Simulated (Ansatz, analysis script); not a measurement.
# Energy of spin spirals in CoO

Spirals are solved in the crystal's own cell at each q. What do they say of the order in CoO?

Program: Ansatz 0.2.0. Level of theory: PBE with U = 3.5 eV on Co d (ortho-atomic projectors), PAW set soft_1. Results are calculated unless marked as measured.

Report form: the programs' logs are mostly left out.

## (1) The starting structure

The structure is trigonal, space group R-3m (No. 166). Conventional cell: a = 3.011 Å, b = 3.011 Å, c = 7.320 Å, α = 90.00°, β = 90.00°, γ = 120.00°. Nearest to Co lie 6 O at 2.12 Å. O has 6 Co at 2.12 Å nearest. Farther neighbours and most contacts between anions are not listed.

The cell comes from the Materials Project, a database of computed structures, and the real compound, where it exists, may take another one.

## (2) Two spin channels first

First a free collinear run, to see which state the typed moments lead to.

input.yaml

```yaml
crystal:
  lattice:
    - [1.5054695445, 0.8691832468, 2.4399269062]
    - [-1.5054695445, 0.8691832468, 2.4399269062]
    - [0.0, -1.7383664936, 2.4399269062]
  atoms:
    - { symbol: Co, position: [0.0, 0.0, 0.0], spin: 3.0 }
    - { symbol: O, position: [0.5, 0.5, 0.5] }
magnetization:
  spin_polarized: true
kpoints:
  mp_grid: { grid: [6, 6, 6] }
hamiltonian:
  xc: pbe
  hubbard:
    projectors: ortho-atomic
    sites: [{ species: Co, l: d, u_eff: 3.5 }]
  pseudopotentials: { kind: paw, azcp: { folder: soft_1 } }
scf:
  occupations: { method: fermi_dirac, width: 0.05 }
  max_iter: 120
  convergence: { dr2_threshold: 1.0e-08 }
```

Run with:

```bash
ansatz run input.yaml --threads 4 --pin off --max-ram 11264MiB --backend cpu --events-out ev --progress --plain --runs-dir out
```

Run time: 5.1 s. Hardware: 4 threads of Arm Neoverse V2, shared host; peak memory 0.38 GiB; 17 s of CPU time.

Spin moment in the atom's sphere by atom:

```
atom  spin moment in the atom's sphere (μB)
 Co1                                   2.60
  O2                                   0.23
```

Tables count atoms from 1; parts of the log count from 0.

The run ends ferromagnetic, with a net moment of 3 μB a cell. With one Co atom carrying the moment, parallel order of its images is forced by the cell, not found.

Each spiral starts from these moments, tilted 90° from the rotation axis z (a flat spiral), and is free to relax. Spin–orbit coupling is switched off, so the energy does not depend on how the axis lies in the crystal. The folder named start holds the saved collinear state, from which each run begins.

The runs on spinors take the mesh 8×8×8.

## (3) q = (0, 0, 0)

The reference is the same input at q = 0, so that basis and exchange-correlation form match those at other q. Every q is chosen so that q/2 is a mesh vector: every spiral then samples the k-points of q = 0, and much mesh noise cancels.

input.yaml, the sections that differ from step 2:

```yaml
crystal:
  lattice:
    - [1.5054695445, 0.8691832468, 2.4399269062]
    - [-1.5054695445, 0.8691832468, 2.4399269062]
    - [0.0, -1.7383664936, 2.4399269062]
  atoms:
    - { symbol: Co, position: [0.0, 0.0, 0.0], spin: 2.6, spin_axis: [1.0, 0.0, 0.0] }
    - { symbol: O, position: [0.5, 0.5, 0.5] }
kpoints:
  mp_grid: { grid: [8, 8, 8] }
basis:
  ecutwfc: 420.0
magnetization:
  noncollinear: true
  spin_spiral: { q: [0.0, 0.0, 0.0] }
checkpoint:
  read: start
# hamiltonian, scf: as in step 2
```

Run with:

```bash
ansatz run input.yaml --threads 1 --pin off --max-ram 2816MiB --backend cpu --events-out ev --progress --plain --runs-dir out
```

Run time: 61 s. Hardware: 1 thread; peak memory 0.92 GiB.

The largest moment is 2.60 μB, against 2.60 μB in the collinear run.

## (4) q = (0.25, 0.25, 0.25)

Only q changes. The cell stays that of the crystal, since the generalised Bloch theorem carries the rotation from cell to cell.

Edit input.yaml of step 3 so:

```diff
@@ -24,3 +24,3 @@
   noncollinear: true
-  spin_spiral: { q: [0.0, 0.0, 0.0] }
+  spin_spiral: { q: [0.25, 0.25, 0.25] }
 checkpoint:
```

It took 1.8 min on 1 thread; peak memory 0.95 GiB.

The energy of the cell lies 54.1 meV below that at q = 0, and the largest moment is 2.56 μB against 2.60 μB.

## (5) q = (0.5, -0.25, 0.25)

Edit input.yaml of step 4 so:

```diff
@@ -24,3 +24,3 @@
   noncollinear: true
-  spin_spiral: { q: [0.25, 0.25, 0.25] }
+  spin_spiral: { q: [0.5, -0.25, 0.25] }
 checkpoint:
```

It took 3.5 min on 1 thread; peak memory 0.99 GiB.

The energy of the cell lies 23.1 meV below that at q = 0, and the largest moment is 2.57 μB against 2.60 μB.

## (6) q = (0.5, 0, 0.5)

Edit input.yaml of step 5 so:

```diff
@@ -24,3 +24,3 @@
   noncollinear: true
-  spin_spiral: { q: [0.5, -0.25, 0.25] }
+  spin_spiral: { q: [0.5, 0.0, 0.5] }
 checkpoint:
```

Elapsed: 2.5 min, on 1 thread; peak memory 0.98 GiB.

The energy of the cell lies 15.9 meV above that at q = 0, and the largest moment is 2.59 μB against 2.60 μB.

## (7) q = (0.75, 0.25, 0.5)

Edit input.yaml of step 6 so:

```diff
@@ -24,3 +24,3 @@
   noncollinear: true
-  spin_spiral: { q: [0.5, 0.0, 0.5] }
+  spin_spiral: { q: [0.75, 0.25, 0.5] }
 checkpoint:
```

It took 3.6 min on 1 thread; peak memory 0.99 GiB.

The energy of the cell lies 23.1 meV below that at q = 0, and the largest moment is 2.57 μB against 2.60 μB.

2 more runs differ from these in the same keys alone and are tabled below.

## (8) Analysis

```
q (reciprocal lattice)  path length (1/Å)  E(q) − E(0) (meV a magnetic atom)  |m| Co no. 1 (μB)
             (0, 0, 0)              0.000                               0.00               2.60
    (0.25, 0.25, 0.25)              0.644                             -54.13               2.56
       (0.5, 0.5, 0.5)              1.288                             -98.10               2.53
     (0.75, 0.25, 0.5)              2.331                             -23.11               2.57
         (0.5, 0, 0.5)              3.071                              15.87               2.59
    (0.5, -0.25, 0.25)              3.810                             -23.11               2.57
           (0.5, 0, 0)              4.854                             -88.44               2.53
```

## (9) What came out

```json
{
 "lowest point of the path": "q = (0.5, 0.5, 0.5), -98.1 meV a magnetic atom from q = 0",
 "highest point": "15.9 meV a magnetic atom"
}
```

**Reading.** The state at q = (0.5, 0.5, 0.5) lies 98.1 meV a magnetic atom below the ferromagnetic start, so that start is not the lowest state; a flat spiral with q made of halves, on one magnetic atom a cell, is a collinear order of a doubled cell. The moments change by at most 3 % from their size at q = 0, so they are well localised. No spin model is given, since neighbours at nearly equal distances can't be told apart by these points. The 7 spiral runs took 18 min of wall time, added up.

[Logs and program files are shortened in this print: banners, set-up blocks, solver, clock and traceback lines can be left out without a mark of their own.]

[Logs are printed without paths, hosts, clocks, repeated set-up lines and the standing remarks that a program may print on its own settings, such as how far it seeks lower states.]

[Hosts, paths, dates, database ids (printed as entryN), source tags and the programs' standing remarks are cut or masked in the printed files.]
